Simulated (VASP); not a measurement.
Consider the following.

```
CELL_PARAMETERS angstrom
      1.34643    -2.33208     0.00000
      1.34643     2.33208     0.00000
      0.00000     0.00000     4.37270
ATOMIC_POSITIONS crystal
  Be 0.66667 0.33333 0.50001
  Be 0.33333 0.66667 0.00001
  O  0.66667 0.33333 0.87799
  O  0.33333 0.66667 0.37799
```

Level of theory: r2SCAN meta-GGA, VASP's PBE PAW potentials (set 64) (plane waves; VASP). Run with 520 eV cut-off, 11×11×6 Γ-centred mesh, tetrahedra with Blöchl corrections, potentials Be O.

Q: Give the energies of bands 3 to 10 at the high-symmetry points, in eV from the valence-band maximum.

A: 
```
band      Γ      M      K      A      L      H
----  -----  -----  -----  -----  -----  -----
3     -6.36  -5.84  -5.66  -3.44  -5.63  -4.51
4     -1.04  -4.18  -3.72  -3.44  -5.63  -4.51
5     -1.04  -3.46  -3.72  -0.56  -1.91  -4.50
6     -0.05  -2.71  -2.97  -0.56  -1.91  -4.50
7     -0.05  -1.98  -2.46  -0.56  -1.77  -1.30
8      0.00  -0.96  -2.46  -0.56  -1.77  -1.30
9      8.54  10.72  10.00  10.88   9.98  12.63
10    12.74  11.20  13.92  10.88   9.98  12.63
```

The gap is direct, 8.54 eV, from the valence maximum at Γ to the conduction minimum at Γ.

The compound is BeO in the wurtzite structure. It was relaxed first.
